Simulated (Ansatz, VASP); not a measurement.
## Two plane-wave programs on C

```xyz
2
Lattice="0.0000 1.7834 1.7834 1.7834 0.0000 1.7834 1.7834 1.7834 0.0000" Properties=species:S:1:pos:R:3 pbc="T T T"
C     2.6751    2.6751    2.6751
C     1.7834    1.7834    1.7834
```

This isn't the form of C at room conditions, which is graphite.

Alike in both runs: task single point; functional BLYP; dispersion D4; k mesh 13 × 13 × 13; occupations fermi-dirac, width 0.05 eV; no spin polarisation.

|  | VASP | Ansatz |
| --- | --- | --- |
| version | VASP 6.6.1 | Ansatz 0.2.0 |
| potentials or method | VASP PAW PBE potentials, release 64 (C) | Ansatz PAW |
| plane-wave cutoff (eV) | 520 | 420 |
| valence electrons in the cell | 8 | 8 |

Ansatz gave:

* gap on the k mesh at the Fermi level (eV): 4.47
* least direct gap on the mesh (eV): 5.73
* pressure (GPa): 0.4
* dispersion energy (meV/atom): -415.2

What did VASP give for the same quantities?

gap on the k mesh at the Fermi level (eV): 4.47; least direct gap on the mesh (eV): 5.74; pressure (GPa): 1.1; dispersion energy (meV/atom): -415.2.

Caveats: the PAW data sets were made with another functional, which shifts forces and pressure a little (VASP); an odd mesh through Γ misses points on the zone boundary, where band edges often lie (VASP); odd divisions of the mesh miss points on the zone boundary, where band edges often lie, so the gap on the mesh can be too wide (Ansatz); the pressure holds a Pulay correction of +1.2 GPa for the finite cutoff (Ansatz); the PAW data sets come from PBE, with cores solved anew for the run's functional, which leaves a small shift of forces and pressure (Ansatz).
